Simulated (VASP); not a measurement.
# Si (a cell with a defect) in VASP: notebook

Runs on Si (a cell with a defect). Level: PBE. Tasks: single point, relaxation of the atoms.

All numbers are computed with VASP 6.6.1; they aren't measurements. Logs are shortened: lines on timing, memory, paths and dates and some standing lists are left out, and cuts for length are marked.

**1. The crystal as given**

The cell holds a defect, 17 atoms: a = 7.679 Å, b = 7.679 Å, c = 7.679 Å, α = 60.00°, β = 60.00°, γ = 60.00°.

The cell was built by a generator and needn't be a form met in nature.

**2. Single point, PBE**

Contents of INCAR:

```
PREC = Accurate ; ENCUT = 520
EDIFF = 1E-7 ; ISMEAR = -1
SIGMA = 0.05 ; LREAL = Auto
LASPH = T ; NELM = 80
ALGO = Fast ; ISIF = 2
LWAVE = F ; LCHARG = F
GGA = PE ; NBANDS = 48
```

Contents of KPOINTS:

```
regular mesh
0
Gamma
  2 2 2
```

Contents of POSCAR:

```
Si
1.0
    0.0000000000      5.4300000000      5.4300000000
    5.4300000000      0.0000000000      5.4300000000
    5.4300000000      5.4300000000      0.0000000000
Si
17
Direct
    0.0036566477     -0.0032922164      0.0028933013
    0.1248466216      0.1263147634      0.1244130285
    0.0036561296     -0.0033018308      0.4967285740
    0.1327060311      0.1222352052      0.6225194526
    0.0000941859      0.5000138560     -0.0000537460
    0.1248574100      0.6243784722      0.1245267106
    0.0037225675      0.5025512215      0.4968610581
    0.1248585100      0.6243709605      0.6262387337
    0.4971589260     -0.0031674812      0.0029921910
    0.6232638627      0.1225530073      0.1314824404
    0.5010792681     -0.0009857153      0.4999299237
    0.6232581229      0.1225340576      0.6226754578
    0.4971237848      0.5028163277      0.0032240392
    0.6263805359      0.6244997567      0.1245578121
    0.4971282606      0.5028018230      0.4968361257
    0.6234520127      0.6305083770      0.6230165835
    0.7510052229      0.2490534157      0.7499485139
```

Potentials or basis: VASP PAW PBE potentials, release 64 (Si).

On the command line:

```bash
cat potpaw_PBE.64/Si/POTCAR > POTCAR
mpirun -np 1 vasp_std > vasp.out
```

OUTCAR:

```text
PREC = Accurate
   ENCUT = 520
   EDIFF = 1E-7
   ISMEAR = -1
   LREAL = Auto
   LASPH = T
   NELM = 80
   ISIF = 2
   GGA = PE

 ion  position               nearest neighbor table
   1  0.004  0.997  0.003-   2 2.33   6 2.33   4 2.39  10 2.39  17 2.75
   2  0.125  0.126  0.124-   9 2.33   3 2.33   1 2.33   5 2.34
   3  0.004  0.997  0.497-   2 2.33   8 2.33   4 2.39  12 2.39  17 2.75
   4  0.133  0.122  0.623-  11 2.31   7 2.38   1 2.39   3 2.39  17 2.39
   5  0.000  0.500  1.000-   2 2.34   8 2.34   6 2.34  14 2.34
   6  0.125  0.624  0.125-  13 2.33   1 2.33   7 2.33   5 2.34
   7  0.004  0.503  0.497-   8 2.33   6 2.33  16 2.38   4 2.38  17 2.75
   8  0.125  0.624  0.626-  15 2.33   3 2.33   7 2.33   5 2.34
   9  0.497  0.997  0.003-   2 2.33  14 2.33  10 2.38  12 2.38  17 2.75
  10  0.623  0.123  0.131-  11 2.31  13 2.38   9 2.38   1 2.39  17 2.39
  11  0.501  0.999  0.500-   4 2.31  12 2.31  10 2.31  16 2.31
  12  0.623  0.123  0.623-  11 2.31  15 2.38   9 2.38   3 2.39  17 2.39
  13  0.497  0.503  0.003-   6 2.33  14 2.33  16 2.38  10 2.38  17 2.75
  14  0.626  0.624  0.125-  13 2.33  15 2.33   9 2.33   5 2.34
  15  0.497  0.503  0.497-   8 2.33  14 2.33  16 2.38  12 2.38  17 2.75
  16  0.623  0.631  0.623-  11 2.31  13 2.38  15 2.38   7 2.38  17 2.39
  17  0.751  0.249  0.750-  16 2.39  10 2.39  12 2.39   4 2.39   3 2.75   1 2.75   9 2.75   7 2.75
                            15 2.75  13 2.75

  LATTYP: Found a face centered cubic cell.
 ALAT       =    10.8600000000

  Lattice vectors:

 A1 = (   0.0000000000,   5.4300000000,   5.4300000000)
 A2 = (   5.4300000000,   0.0000000000,   5.4300000000)
 A3 = (   5.4300000000,   5.4300000000,   0.0000000000)

Analysis of symmetry for initial positions (statically):
=====================================================================
 Subroutine PRICEL returns:
 Original cell was already a primitive cell.

 Routine SETGRP: Setting up the symmetry group for a
 face centered cubic supercell.

 Subroutine GETGRP returns: Found  1 space group operations
 (whereof  1 operations were pure point group operations)
 out of a pool of 48 trial point group operations.

The static configuration has the point symmetry C_1 .

Analysis of symmetry for dynamics (positions and initial velocities):
=====================================================================
 Subroutine PRICEL returns:
 Original cell was already a primitive cell.

 Routine SETGRP: Setting up the symmetry group for a
 face centered cubic supercell.

 Subroutine GETGRP returns: Found  1 space group operations
 (whereof  1 operations were pure point group operations)
 out of a pool of 48 trial point group operations.

The dynamic configuration has the point symmetry C_1 .

 Subroutine INISYM returns: Found  1 space group operations
 (whereof  1 operations are pure point group operations),
 and found     1 'primitive' translations

----------------------------------------------------------------------------------------

                                     Primitive cell

  volume of cell :     320.2060

  direct lattice vectors                    reciprocal lattice vectors
     0.000000000  5.430000000  5.430000000    -0.092081031  0.092081031  0.092081031
     5.430000000  0.000000000  5.430000000     0.092081031 -0.092081031  0.092081031
     5.430000000  5.430000000  0.000000000     0.092081031  0.092081031 -0.092081031

  length of vectors
     7.679179644  7.679179644  7.679179644     0.159489025  0.159489025  0.159489025

  position of ions in fractional coordinates (direct lattice)
     0.003656648  0.996707784  0.002893301
     0.124846622  0.126314763  0.124413029
     0.003656130  0.996698169  0.496728574
     0.132706031  0.122235205  0.622519453
     0.000094186  0.500013856  0.999946254
     0.124857410  0.624378472  0.124526711
[... 9 lines left out ...]
     0.623452013  0.630508377  0.623016583
     0.751005223  0.249053416  0.749948514

  ion indices of the primitive-cell ions
   primitive index   ion index
                 1           1
                 2           2
                 3           3
                 4           4
                 5           5
                 6           6
[... 9 lines left out ...]
                16          16
                17          17

----------------------------------------------------------------------------------------

 KPOINTS: regular mesh

Automatic generation of k-mesh.
 Grid dimensions read from file:
 generate k-points for:    2    2    2

 Generating k-lattice:

  Cartesian coordinates                     Fractional coordinates (reciprocal lattice)
    -0.046040516  0.046040516  0.046040516     0.500000000  0.000000000  0.000000000
     0.046040516 -0.046040516  0.046040516     0.000000000  0.500000000  0.000000000
     0.046040516  0.046040516 -0.046040516     0.000000000  0.000000000  0.500000000

  Length of vectors
     0.079744512  0.079744512  0.079744512

  Shift w.r.t. Gamma in fractional coordinates (k-lattice)
     0.000000000  0.000000000  0.000000000

 Subroutine IBZKPT returns following result:
 ===========================================

 Found      8 irreducible k-points:

 Following reciprocal coordinates:
            Coordinates               Weight
  0.000000  0.000000  0.000000      1.000000
  0.500000  0.000000  0.000000      1.000000
  0.000000  0.500000  0.000000      1.000000
  0.000000  0.000000  0.500000      1.000000
  0.500000  0.500000  0.500000      1.000000
  0.500000  0.500000  0.000000      1.000000
  0.000000  0.500000  0.500000      1.000000
  0.500000  0.000000  0.500000      1.000000
   k-points           NKPTS =      8   k-points in BZ     NKDIM =      8   number of bands    NBANDS=     48
   number of dos      NEDOS =    301   number of ions     NIONS =     17
   total plane-waves  NPLWV = 216000
   dimension x,y,z NGX =    60 NGY =   60 NGZ =   60
   dimension x,y,z NGXF=   120 NGYF=  120 NGZF=  120
   ions per type =              17
   NGX,Y,Z   is equivalent  to a cutoff of  12.99, 12.99, 12.99 a.u.
   NGXF,Y,Z  is equivalent  to a cutoff of  25.98, 25.98, 25.98 a.u.
 SYSTEM =  unknown system
   PREC   = accura    normal or accurate (medium, high low for compatibility)
   ISTART =      0    job   : 0-new  1-cont  2-samecut
   ICHARG =      2    charge: 1-file 2-atom 10-const
   ISPIN  =      1    spin polarized calculation?
   LNONCOLLINEAR =      F non collinear calculations
   LSORBIT =      F    spin-orbit coupling
   LASPH  =      T    aspherical Exc in radial PAW
   ENCUT  =  520.0 eV  38.22 Ry    6.18 a.u.  14.28 14.28 14.28*2*pi/ulx,y,z
   NELM   =     80;   NELMIN=  2; NELMDL= -5     # of ELM steps
   EDIFF  = 0.1E-06   stopping-criterion for ELM
   LREAL  =      T    real-space projection
   EDIFFG = 0.1E-05   stopping-criterion for IOM
   NSW    =      0    number of steps for IOM
   IBRION =     -1    ionic relax: 0-MD 1-quasi-New 2-CG
   NFREE  =      0    steps in history (QN), initial steepest desc. (CG)
   ISIF   =      2    stress and relaxation
   ISYM   =      2    0-nonsym 1-usesym 2-fastsym
   POTIM  = 0.5000    time-step for ionic-motion
   TEBEG  =    0.0;   TEEND  =   0.0 temperature during run
   PSTRESS=    0.0 pullay stress
   NELECT =      68.0000    total number of electrons
   NUPDOWN=      -1.0000    fix difference up-down
   EMIN   =  10.00;   EMAX   =-10.00  energy-range for DOS
   EFERMI =   0.00;   METHOD = LEGACY
   ISMEAR =    -1;   SIGMA  =   0.05  broadening in eV -4-tet -1-fermi 0-gaus
   EFERMI_NEDOS =   21; number of points for ismear=-14 and -15
   IALGO  =     68    algorithm
   IMIX   =      4    mixing-type and parameters
     AMIX     =   0.40;   BMIX     =  1.00
     AMIX_MAG =   1.60;   BMIX_MAG =  1.00
  volume/ion in A,a.u.               =      18.84       127.11
  Fermi-wavevector in a.u.,A,eV,Ry     =   0.976715  1.845724 12.979587  0.953973
  Thomas-Fermi vector in A             =   2.107356
   LORBIT       =      0    0 simple, 1 ext, 2 COOP (PROOUT), +10 PAW based schemes
   GGA     = PE    functional components
   LHFCALC =     F    Hartree Fock is set to
   AEXX    =    0.0000 exact exchange contribution
   IVDW    =     0    specifies the selected vdW correction
   LEPSILON=     F    determine dielectric tensor
   LRPA    =     F    only Hartree local field effects (RPA)
 non-spin polarized calculation
 RMM-DIIS sequential band-by-band and
  energy-cutoff  :      520.00
  volume of cell :      320.21
 maximum number of plane-waves:      8646
 NGX is ok and might be reduce to    60
   NGX = 29   NGY = 29   NGZ = 29

 number of electron      68.0000001 magnetization

 Free energy of the ion-electron system (eV)
  ---------------------------------------------------
  ext. energy  EPLUGINS =         0.00000000
  ---------------------------------------------------
  free energy    TOTEN  =       -88.01327549 eV

  energy without entropy =      -87.97925976  energy(sigma->0) =      -87.99626763

 E-fermi :   6.8802     XC(G=0):  -9.6752

 val. band max:        6.6770556246   @ k =   0.0000   0.0000   0.0000
 cond. band min:       6.9248491538   @ k =   0.0000   0.5000   0.5000
 fundamental gap:      0.2477935292
 Fermi energy:         6.8802377823

 k-point     1 :       0.0000    0.0000    0.0000
  band No.  band energies     occupation
      1      -6.3181      2.00000
      2      -3.7737      2.00000
      3      -3.6279      2.00000
      4      -3.6270      2.00000
      5      -3.6266      2.00000
      6      -2.8125      2.00000
[... 38 lines left out ...]
     45       8.1201      0.00000
     46       9.0613      0.00000

 k-point     2 :       0.5000    0.0000    0.0000
  band No.  band energies     occupation
      1      -5.9153      2.00000
      2      -4.9568      2.00000
      3      -3.5736      2.00000
      4      -3.4248      2.00000
      5      -3.4241      2.00000
      6      -2.9588      2.00000
[... 38 lines left out ...]
     45       9.8130      0.00000
     46       9.9551      0.00000

 k-point     3 :       0.0000    0.5000    0.0000
  band No.  band energies     occupation
      1      -5.9159      2.00000
      2      -4.9554      2.00000
      3      -3.5727      2.00000
      4      -3.4262      2.00000
      5      -3.4244      2.00000
      6      -2.9583      2.00000
[... 38 lines left out ...]
     45       9.8140      0.00000
     46       9.9581      0.00000

 k-point     4 :       0.0000    0.0000    0.5000
  band No.  band energies     occupation
      1      -5.9156      2.00000
      2      -4.9560      2.00000
      3      -3.5732      2.00000
      4      -3.4260      2.00000
      5      -3.4239      2.00000
      6      -2.9585      2.00000
[... 38 lines left out ...]
     45       9.8136      0.00000
     46       9.9564      0.00000

 k-point     5 :       0.5000    0.5000    0.5000
  band No.  band energies     occupation
      1      -5.9156      2.00000
      2      -4.9560      2.00000
      3      -3.5732      2.00000
      4      -3.4260      2.00000
      5      -3.4239      2.00000
      6      -2.9585      2.00000
[... 38 lines left out ...]
     45       9.8135      0.00000
     46       9.9563      0.00000

 k-point     6 :       0.5000    0.5000    0.0000
  band No.  band energies     occupation
      1      -5.7819      2.00000
      2      -4.7249      2.00000
      3      -3.9917      2.00000
      4      -3.8771      2.00000
      5      -3.8769      2.00000
      6      -3.6299      2.00000
[... 38 lines left out ...]
     45      10.1238      0.00000
     46      10.1242      0.00000

 k-point     7 :       0.0000    0.5000    0.5000
  band No.  band energies     occupation
      1      -5.7818      2.00000
      2      -4.7249      2.00000
      3      -3.9916      2.00000
      4      -3.8775      2.00000
      5      -3.8768      2.00000
      6      -3.6298      2.00000
[... 38 lines left out ...]
     45      10.1225      0.00000
     46      10.1259      0.00000

 k-point     8 :       0.5000    0.0000    0.5000
  band No.  band energies     occupation
      1      -5.7818      2.00000
      2      -4.7249      2.00000
      3      -3.9916      2.00000
      4      -3.8774      2.00000
      5      -3.8768      2.00000
      6      -3.6298      2.00000
[... 38 lines left out ...]
     45      10.1226      0.00000
     46      10.1258      0.00000
 [bands above 46 left out]

------------------------ aborting loop because EDIFF is reached ----------------------------------------

  FORCE on cell =-STRESS in cart. coord.  units (eV):
  Direction    XX          YY          ZZ          XY          YZ          ZX
  --------------------------------------------------------------------------------------
  -------------------------------------------------------------------------------------
  Total       10.6096944     10.6093061     10.6087705      0.0013457     -0.0010237      0.0006793
  in kB       53.0864851     53.0845425     53.0818623      0.0067331     -0.0051221      0.0033990
  external PRESSURE =      53.0842966 kB  Pullay stress =       0.0000000 kB

 VOLUME and BASIS-vectors are now :
 -----------------------------------------------------------------------------
  energy-cutoff  :      520.00
  volume of cell :      320.21
      direct lattice vectors                 reciprocal lattice vectors
     0.000000000  5.430000000  5.430000000    -0.092081031  0.092081031  0.092081031
     5.430000000  0.000000000  5.430000000     0.092081031 -0.092081031  0.092081031
     5.430000000  5.430000000  0.000000000     0.092081031  0.092081031 -0.092081031

 POSITION                                       TOTAL-FORCE (eV/Angst)
 -----------------------------------------------------------------------------------
      5.42783      0.03557      5.43198         0.000202     -0.014603     -0.002080
      1.36145      1.35348      1.36381         0.011288     -0.011317      0.010091
      8.10931      2.71709      5.43192         0.014701     -0.000161     -0.002122
      4.04402      4.10087      1.38433         0.006791     -0.006783     -0.005530
      8.14478      5.43022      2.71559        -0.001164      0.001127      0.000057
      4.06656      1.35416      4.06835        -0.009114     -0.013007     -0.013088
[... 9 lines left out ...]
      6.80664      6.76832      6.80900         0.009709     -0.009695      0.009579
      5.42458      8.15018      5.43032        -0.003730      0.003510      0.001110
 -----------------------------------------------------------------------------------
    total drift:                                0.000998     -0.000820     -0.001866

  FREE ENERGIE OF THE ION-ELECTRON SYSTEM (eV)
  ---------------------------------------------------
  free  energy   TOTEN  =       -88.0132754924 eV

  energy  without entropy=      -87.9792597608  energy(sigma->0) =      -87.99626763
```

Run time: 8.5 min. Hardware: 1 thread of Intel Xeon Platinum 8488C (Sapphire Rapids), shared host; peak memory 0.46 GiB.

Results:

- Free energy: -88.0133 eV
- Pressure: 5.3 GPa
- Largest force: 0.023 eV/Å
- Band gap on the k mesh: none (metal or under the smearing width)

Forces in eV/Å, atoms in the order of the input:
```
Si   0.000 -0.015 -0.002
Si   0.011 -0.011  0.010
Si   0.015  0.000 -0.002
Si   0.007 -0.007 -0.006
Si  -0.001  0.001  0.000
Si  -0.009 -0.013 -0.013
Si   0.001 -0.001 -0.015
Si   0.013  0.009 -0.013
Si  -0.002  0.002  0.016
Si   0.002  0.003 -0.001
Si  -0.003  0.003  0.001
Si  -0.002 -0.002 -0.001
Si  -0.023  0.002  0.001
Si  -0.011  0.012  0.014
Si  -0.002  0.023  0.001
Si   0.010 -0.010  0.010
Si  -0.004  0.004  0.001
```

Levels at points of the mesh, in eV from the Fermi level:
```tsv
k point	band 32	band 33	band 34	band 35	band 36	band 37
(0.00, 0.00, 0.00)	-0.79	-0.79	-0.21	-0.21	-0.20	0.11
(0.50, 0.00, 0.00)	-1.40	-1.40	-0.31	0.57	0.57	0.92
(0.00, 0.50, 0.00)	-1.40	-1.40	-0.32	0.56	0.57	0.93
(0.00, 0.00, 0.50)	-1.40	-1.40	-0.32	0.56	0.57	0.93
(0.50, 0.50, 0.50)	-1.40	-1.40	-0.32	0.56	0.57	0.93
(0.50, 0.50, 0.00)	-1.86	-0.97	0.04	0.74	1.05	1.05
(0.00, 0.50, 0.50)	-1.86	-0.96	0.04	0.75	1.05	1.06
(0.50, 0.00, 0.50)	-1.86	-0.96	0.04	0.75	1.05	1.06
```

Caveat: the k mesh is coarse (spacing up to 0.50 Å⁻¹), so the values aren't converged.

(Continued in part 2 of 2.)
